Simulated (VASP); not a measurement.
Here is a VASP 6.6.1 calculation.

The input INCAR:

```
PREC = Accurate
ENCUT = 600
EDIFF = 1E-7
ISMEAR = 1
SIGMA = 0.1
LREAL = F
LASPH = T
NELM = 120
ALGO = Normal
ISIF = 3
LWAVE = F
LCHARG = F
METAGGA = R2SCAN
LMIXTAU = T
LUSE_VDW = T
IVDW_NL = 2
BPARAM = 11.95
CPARAM = 0.0093
IBRION = 2
NSW = 40
EDIFFG = -0.005
```

KPOINTS

```
Automatic mesh
0
Gamma
  18 18 18
```

File POSCAR:

```
VN
1.0
    0.0000000000      2.0400000000      2.0400000000
    2.0400000000      0.0000000000      2.0400000000
    2.0400000000      2.0400000000      0.0000000000
V N
1 1
Direct
    0.0000000000      0.0000000000      0.0000000000
    0.5000000000      0.5000000000      0.5000000000
```

Potentials or basis: VASP PAW PBE potentials, release 64 (V_sv, N).

Run with:

```bash
$ cat potpaw_PBE.64/V_sv/POTCAR potpaw_PBE.64/N/POTCAR > POTCAR
$ mpirun -np 1 vasp_std > vasp.out
```

What does it give for the space group after relaxing (to 0.05 Å)?

Fm-3m (No. 225).

Predict the relaxed volume.

8.60 Å³/atom.

What does it give for the relaxed cell?

a = 2.898 Å, b = 2.898 Å, c = 2.898 Å, α = 60.00°, β = 60.00°, γ = 60.00°.

Final structure:
```cif
data_structure
_symmetry_space_group_name_H-M 'P 1'
_symmetry_Int_Tables_number 1
_cell_length_a 2.8979
_cell_length_b 2.8979
_cell_length_c 2.8979
_cell_angle_alpha 60.000
_cell_angle_beta 60.000
_cell_angle_gamma 60.000
_cell_volume 17.21
loop_
_atom_site_label
_atom_site_type_symbol
_atom_site_fract_x
_atom_site_fract_y
_atom_site_fract_z
_atom_site_occupancy
V1 V 0.00000 0.00000 0.00000 1
N1 N 0.50000 0.50000 0.50000 1
```

Caveat: the PAW data sets were made with another functional, which shifts forces and pressure a little; the run has no spin polarisation, though such a crystal can be magnetic.
